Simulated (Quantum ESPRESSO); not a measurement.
Crystal: BeTe.

```
Te Be
1.0
     0.00000    2.77000    2.77000
     2.77000    0.00000    2.77000
     2.77000    2.77000    0.00000
Te Be
1 1
Direct
  0.75000 0.75000 0.75000
  0.00000 0.00000 0.00000
```

Base run:

- Program: Quantum ESPRESSO 7.5
- Functional: LDA
- Potentials or basis: SG15 PBE 1.2
- Cutoff: 952 eV
- Density cutoff: 3810 eV
- k mesh: 8 × 8 × 8
- Occupations: fermi-dirac, width 0.05 eV
- Spin: no spin polarisation

Its results: band gap on the k mesh 1.81 eV, indirect (least direct gap 3.60 eV); pressure -0.3 GPa.

**Question.** The run is repeated on the same cell with these changes: functional from LDA to BLYP. What comes out?

**Answer.** Band gap on the k mesh 2.15 eV, indirect (least direct gap 3.71 eV); pressure 7.0 GPa.

BLYP binds less tightly than LDA, so the same cell stands under more pressure.

Caveats: the potentials were made for another functional, which shifts forces and pressure; spin-orbit coupling is left out, which moves the levels of the heavy elements.
